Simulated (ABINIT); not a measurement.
# Si2Ni (Fm-3m) in ABINIT: settings compared

One crystal, Si2Ni, is run at these levels: PBEsol+U, LDA; tasks: Hubbard U by linear response, optical spectrum.

Everything below comes from runs of ABINIT 10.8.3 (patched build). Logs are shortened: lines on timing, memory, paths and dates and some standing lists are left out, and cuts for length are marked. The log counts tension as positive stress, the text compression.

### 1 The structure

Symmetry: Fm-3m, No. 225, cubic system. The conventional cell has a = 5.406 Å, b = 5.406 Å, c = 5.406 Å, α = 90.00°, β = 90.00°, γ = 90.00°. Around Ni (site symmetry m-3m) lie 8 Si at 2.34 Å. Si (site symmetry -43m) has 4 Ni at 2.34 Å as nearest neighbours.

### 2 Hubbard U by linear response, PBEsol+U, collinear spin, ferromagnetic start (cell relaxed at zero pressure by an earlier run)

run.abi

```
# Datasets
ndtset 3

# Pseudopotentials
pp_dirpath "./"
pseudos "Ni.GGA_PBE-JTH.xml, Si.GGA_PBE-JTH.xml"

# Structure
acell 3.8130460939 3.8130460939 3.8130460939 Angstrom
rprim
     0.0000000000     0.7071067812     0.7071067812
     0.7071067812     0.0000000000     0.7071067812
     0.7071067812     0.7071067812     0.0000000000
ntypat 2
znucl 28 14
natom 3
typat 1 2 2
chkprim 0
chksymtnons 0
tolsym 1.0e-6
xred
            0.0            0.0            0.0
            3/4            3/4            3/4
            1/4            1/4            1/4

# Plane-wave basis
ecut 41.0
pawecutdg 63.0
pawxcdev 0
ecutsm 0.5

# k points
kptopt 2
ngkpt 2 2 2
nshiftk 1
shiftk 0.0 0.0 0.0

# Exchange and correlation
ixc -116133

# Bands and occupations
nband 18
occopt 3
tsmear 0.00183747

# Spin
nsppol 2
spinat
     0.0000000000     0.0000000000     1.0000000000
     0.0000000000     0.0000000000     0.0000000000
     0.0000000000     0.0000000000     0.0000000000
nsym 1

# DFT+U
usepawu 1
lpawu 2 -1
upawu 4.0 0.0 eV
jpawu 0.0 0.0 eV
dmatpuopt 3

# SCF cycle
nstep 120
diemix 0.9
tolvrs 1.0e-9

# Output
prteig 0
prtebands 0
prtden 0
prtwf 0

# Linear response
irdwfk 1
macro_uj 1
pawujat 1
pawujv1 -0.1 eV
pawujv2 0.05 eV
pawujv3 0.1 eV
```

gs.abi

```
# Pseudopotentials
pp_dirpath "./"
pseudos "Ni.GGA_PBE-JTH.xml, Si.GGA_PBE-JTH.xml"

# Structure
acell 3.8130460939 3.8130460939 3.8130460939 Angstrom
rprim
     0.0000000000     0.7071067812     0.7071067812
     0.7071067812     0.0000000000     0.7071067812
     0.7071067812     0.7071067812     0.0000000000
ntypat 2
znucl 28 14
natom 3
typat 1 2 2
chkprim 0
chksymtnons 0
tolsym 1.0e-6
xred
            0.0            0.0            0.0
            3/4            3/4            3/4
            1/4            1/4            1/4

# Plane-wave basis
ecut 41.0
pawecutdg 63.0
pawxcdev 0
ecutsm 0.5

# k points
kptopt 2
ngkpt 2 2 2
nshiftk 1
shiftk 0.0 0.0 0.0

# Exchange and correlation
ixc -116133

# Bands and occupations
nband 18
occopt 3
tsmear 0.00183747

# Spin
nsppol 2
spinat
     0.0000000000     0.0000000000     1.0000000000
     0.0000000000     0.0000000000     0.0000000000
     0.0000000000     0.0000000000     0.0000000000
nsym 1

# DFT+U
usepawu 1
lpawu 2 -1
upawu 4.0 0.0 eV
jpawu 0.0 0.0 eV
dmatpuopt 3

# SCF cycle
nstep 120
diemix 0.9
tolvrs 1.0e-9

# Output
prteig 0
prtebands 0
prtden 0
```

Potentials or basis: JTH PAW PBE v2.0.

Started as:

```bash
abinit gs.abi > log 2>&1
ln -s gso_WFK runi_DS1_WFK
ln -s gso_WFK runi_DS2_WFK
ln -s gso_WFK runi_DS3_WFK
abinit run.abi > log 2>&1
lruj runo_DS1_LRUJ.nc runo_DS2_LRUJ.nc runo_DS3_LRUJ.nc > lruj.log 2>&1
```

run.abo:

```text
.Version 10.8.3 of ABINIT
 DATASET    1 : space group P1 (#  1); Bravais aP (primitive triclinic)
================================================================================
 Values of the parameters that define the memory need for DATASET  1.
     intxc =       0    ionmov =       0      iscf =      17    lmnmax =      18
     lnmax =       6     mgfft =      45  mpssoang =       3    mqgrid =    3001
     natom =       3  nloc_mem =       2    nspden =       2   nspinor =       1
    nsppol =       2      nsym =       1    n1xccc =       1    ntypat =       2
    occopt =       3   xclevel =       2
       mpw =        1658          nfft =       91125          nkpt =           8
 PAW method is used; the additional fine FFT grid is defined by:
   mgfftf=        54    nfftf =    157464
================================================================================
================================================================================
[... 15 lines left out ...]
 DATASET    3 : space group P1 (#  1); Bravais aP (primitive triclinic)
================================================================================
 Values of the parameters that define the memory need for DATASET  3.
     intxc =       0    ionmov =       0      iscf =      17    lmnmax =      18
     lnmax =       6     mgfft =      45  mpssoang =       3    mqgrid =    3001
     natom =       3  nloc_mem =       2    nspden =       2   nspinor =       1
    nsppol =       2      nsym =       1    n1xccc =       1    ntypat =       2
    occopt =       3   xclevel =       2
       mpw =        1658          nfft =       91125          nkpt =           8
 PAW method is used; the additional fine FFT grid is defined by:
   mgfftf=        54    nfftf =    157464
================================================================================
================================================================================

--------------------------------------------------------------------------------
------------- Echo of variables that govern the present computation ------------
--------------------------------------------------------------------------------
 -outvars: echo values of preprocessed input variables --------
            acell      7.2056128229E+00  7.2056128229E+00  7.2056128229E+00 Bohr
              amu      5.86900000E+01  2.80855000E+01
         atvshift1      -0.00367   -0.00367   -0.00367   -0.00367   -0.00367
                        -0.00367   -0.00367   -0.00367   -0.00367   -0.00367
                         0.00000    0.00000    0.00000    0.00000    0.00000
                         0.00000    0.00000    0.00000    0.00000    0.00000
                         0.00000    0.00000    0.00000    0.00000    0.00000
                         0.00000    0.00000    0.00000    0.00000    0.00000
         atvshift2       0.00184    0.00184    0.00184    0.00184    0.00184
                         0.00184    0.00184    0.00184    0.00184    0.00184
                         0.00000    0.00000    0.00000    0.00000    0.00000
                         0.00000    0.00000    0.00000    0.00000    0.00000
                         0.00000    0.00000    0.00000    0.00000    0.00000
                         0.00000    0.00000    0.00000    0.00000    0.00000
         atvshift3       0.00367    0.00367    0.00367    0.00367    0.00367
                         0.00367    0.00367    0.00367    0.00367    0.00367
                         0.00000    0.00000    0.00000    0.00000    0.00000
                         0.00000    0.00000    0.00000    0.00000    0.00000
                         0.00000    0.00000    0.00000    0.00000    0.00000
                         0.00000    0.00000    0.00000    0.00000    0.00000
          chkprim           0
      chksymtnons           0
           diemix      9.00000000E-01
        dmatpuopt           3
             ecut      4.10000000E+01 Hartree
           ecutsm      5.00000000E-01 Hartree
           irdwfk           1
              ixc     -116133
           jdtset        1    2    3
           kptopt           2
         kptrlatt        2    0    0      0    2    0      0    0    2
          kptrlen      1.44112256E+01
            lpawu           2      -1
         macro_uj        1
            natom           3
            nband          18
        natvshift        5
           ndtset           3
            ngfft          45      45      45
          ngfftdg          54      54      54
             nkpt           8
           nspden           2
           nsppol           2
            nstep         120
             nsym           1
           ntypat           2
           occopt           3
        pawecutdg      6.30000000E+01 Hartree
           pawujv1    -3.6749322176E-03 Hartree
           pawujv2     1.8374661088E-03 Hartree
           pawujv3     3.6749322176E-03 Hartree
         pawxcdev           0
           prtden           0
        prtebands           0
           prteig           0
            prtwf           0
            rprim      0.0000000000E+00  7.0710678120E-01  7.0710678120E-01
                       7.0710678120E-01  0.0000000000E+00  7.0710678120E-01
                       7.0710678120E-01  7.0710678120E-01  0.0000000000E+00
          spgroup           1
           spinat      0.0000000000E+00  0.0000000000E+00  1.0000000000E+00
                       0.0000000000E+00  0.0000000000E+00  0.0000000000E+00
                       0.0000000000E+00  0.0000000000E+00  0.0000000000E+00
           tolsym      1.00000000E-06
           tolvrs      1.00000000E-09
           tsmear      1.83747000E-03 Hartree
            typat      1  2  2
            upawu      1.46997289E-01  0.00000000E+00 Hartree
          usepawu           1
           useylm           1
           xangst      0.0000000000E+00  0.0000000000E+00  0.0000000000E+00
                       4.0443461250E+00  4.0443461250E+00  4.0443461250E+00
                       1.3481153750E+00  1.3481153750E+00  1.3481153750E+00
            xcart      0.0000000000E+00  0.0000000000E+00  0.0000000000E+00
                       7.6427065347E+00  7.6427065347E+00  7.6427065347E+00
                       2.5475688449E+00  2.5475688449E+00  2.5475688449E+00
             xred      0.0000000000E+00  0.0000000000E+00  0.0000000000E+00
                       7.5000000000E-01  7.5000000000E-01  7.5000000000E-01
                       2.5000000000E-01  2.5000000000E-01  2.5000000000E-01
            znucl       28.00000   14.00000

================================================================================

 chkinp: Checking input parameters for consistency, jdtset=   1.

 chkinp: Checking input parameters for consistency, jdtset=   2.

 chkinp: Checking input parameters for consistency, jdtset=   3.

================================================================================
== DATASET  1 ==================================================================
[... 18 lines left out ...]
 getcut: wavevector=  0.0000  0.0000  0.0000  ngfft=  45  45  45
         ecut(hartree)=     41.000   => boxcut(ratio)=   2.11848

 Fine grid specifications (used for densities):

 getcut: wavevector=  0.0000  0.0000  0.0000  ngfft=  54  54  54
         ecut(hartree)=     63.000   => boxcut(ratio)=   2.09815

--- Pseudopotential description ------------------------------------------------
- pspini: atom type   1  psp file is ./Ni.GGA_PBE-JTH.xml
 Pseudopotential format is: paw10
 basis_size (lnmax)=  6 (lmn_size= 18), orbitals=   0   0   1   1   2   2
 Spheres core radius: rc_sph= 1.81432190
 Shapefunction is SIN type: shapef(r)=[sin(pi*r/rshp)/(pi*r/rshp)]**2
 Radius for shape functions =  1.60094920
 Compensation charge density is not taken into account in XC energy/potential

- pspini: atom type   2  psp file is ./Si.GGA_PBE-JTH.xml
 Pseudopotential format is: paw10
 basis_size (lnmax)=  4 (lmn_size=  8), orbitals=   0   0   1   1
 Spheres core radius: rc_sph= 1.90944987
 Shapefunction is BESSEL type: shapef(r,l)=aa(1,l)*jl(q(1,l)*r)+aa(2,l)*jl(q(2,l)*r)
 Radius for shape functions =  1.60149249
 Compensation charge density is not taken into account in XC energy/potential

   8.17877019E+02                                ecore*ucvol(ha*bohr**3)
--------------------------------------------------------------------------------

-inwffil : will read wavefunctions from disk file runi_DS1_WFK

 ******************************************
 DFT+U Method used: FLL
 ******************************************

================================================================================

--- !BeginCycle
iteration_state: {dtset: 1, }
solver: {iscf: 17, nstep: 120, nline: 4, wfoptalg: 10, }
tolerances: {tolvrs: 1.00E-09, }
...
[... 764 lines left out ...]
 Cartesian components of stress tensor (hartree/bohr^3)
  sigma(1 1)= -8.91120239E-05  sigma(3 2)= -8.70610304E-11
  sigma(2 2)= -8.91122533E-05  sigma(3 1)= -3.23227872E-10
  sigma(3 3)= -8.91122406E-05  sigma(2 1)= -1.05361065E-10

-Cartesian components of stress tensor (GPa)         [Pressure=  2.6218E+00 GPa]
- sigma(1 1)= -2.62176626E+00  sigma(3 2)= -2.56142395E-06
- sigma(2 2)= -2.62177301E+00  sigma(3 1)= -9.50969230E-06
- sigma(3 3)= -2.62177264E+00  sigma(2 1)= -3.09982956E-06

== END DATASET(S) ==============================================================
================================================================================

 -outvars: echo values of variables after computation  --------
            acell      7.2056128229E+00  7.2056128229E+00  7.2056128229E+00 Bohr
           etotal1    -1.7862732164E+02
           etotal2    -1.7858547052E+02
           etotal3    -1.7857154409E+02
            fcart1     8.4569565446E-09 -1.5334537170E-08 -1.7636425107E-08
                      -7.7858403835E-09 -6.8552573879E-09  3.1349419734E-09
                      -6.7111616111E-10  2.2189794558E-08  1.4501483133E-08
            fcart2     6.9644952488E-09  3.3263800973E-08  6.0965221919E-08
                       1.3757526640E-09  2.2190965986E-08 -7.7037515253E-09
                      -8.3402479128E-09 -5.5454766959E-08 -5.3261470394E-08
            fcart3    -1.5794291711E-08  1.4023300123E-08  1.6058202691E-08
                       6.9626563952E-09 -5.1244612939E-08 -2.6129777227E-08
                       8.8316353158E-09  3.7221312816E-08  1.0071574535E-08
            rprim      0.0000000000E+00  7.0710678120E-01  7.0710678120E-01
                       7.0710678120E-01  0.0000000000E+00  7.0710678120E-01
                       7.0710678120E-01  7.0710678120E-01  0.0000000000E+00
           strten1    -8.8245825182E-05 -8.8246012181E-05 -8.8245931568E-05
                      -3.4705585341E-12 -9.0949670399E-11 -3.9454375829E-11
           strten2    -8.8927603515E-05 -8.8926658298E-05 -8.8926823411E-05
                       1.7677199332E-11 -7.1970752643E-11 -4.3773286778E-11
           strten3    -8.9112023900E-05 -8.9112253291E-05 -8.9112240611E-05
                      -8.7061030398E-11 -3.2322787160E-10 -1.0536106509E-10
           xangst      0.0000000000E+00  0.0000000000E+00  0.0000000000E+00
                       4.0443461250E+00  4.0443461250E+00  4.0443461250E+00
                       1.3481153750E+00  1.3481153750E+00  1.3481153750E+00
             xred      0.0000000000E+00  0.0000000000E+00  0.0000000000E+00
                       7.5000000000E-01  7.5000000000E-01  7.5000000000E-01
                       2.5000000000E-01  2.5000000000E-01  2.5000000000E-01
 Calculation completed.
```

Run time: 3.8 min. Hardware: 1 thread of Intel Xeon Platinum 8375C at 2.90GHz (Ice Lake), shared host; peak memory 0.19 GiB.

The run converged, but some of its settings lie outside the range that counts as converged (typed here: diemix = 0.9; k = 2 × 2 × 2), so its numbers aren't taken as properties of the crystal.

What came out:

```
Free energy                    : -4859.9375 eV
Pressure                       : 2.6 GPa
Band gap on the k mesh         : none (metal or under the smearing width)
Net moment                     : 0.00 μB per cell
Hubbard U from linear response : 5.16 eV
```

Caveat: the k mesh is coarse (spacing up to 1.01 Å⁻¹), so the values aren't converged; the shifted atom has its images in every cell, so this scalar value isn't converged in cell size and belongs to these projectors alone; the starting moments collapsed, and a magnetic state may lie lower; the PAW data sets were made with another functional, which shifts forces and pressure a little; the U is typed as a test and isn't derived for this compound.

(Continued in part 2 of 2.)
